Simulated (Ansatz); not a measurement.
The system is W.

```
W
1.0
     0.00000    2.03000    2.03000
     2.03000    0.00000    2.03000
     2.03000    2.03000    0.00000
W
1
Direct
  0.00000 0.00000 0.00000
```

This isn't the form of W at room conditions, which is bcc.

Program: Ansatz 0.2.0. Alike in all runs: task band structure; potentials or basis Ansatz PAW; no spin polarisation; cell as given; k mesh 6 × 6 × 6; smearing fermi-dirac 0.05 eV; the mesh is coarse, so values aren't converged.

Task: Order these runs on this cell by their pressure, lowest first.
A. level r2SCAN; cutoff (eV) 500
B. level LDA; cutoff (eV) 420
C. level PBEsol; cutoff (eV) 420

Result: B (-17.9 GPa), C (-12.4 GPa), A (-7.5 GPa).

Caveats: all runs use coarse meshes; the PAW data sets come from PBE, with cores solved anew for the run's functional, which leaves a small shift of forces and pressure.
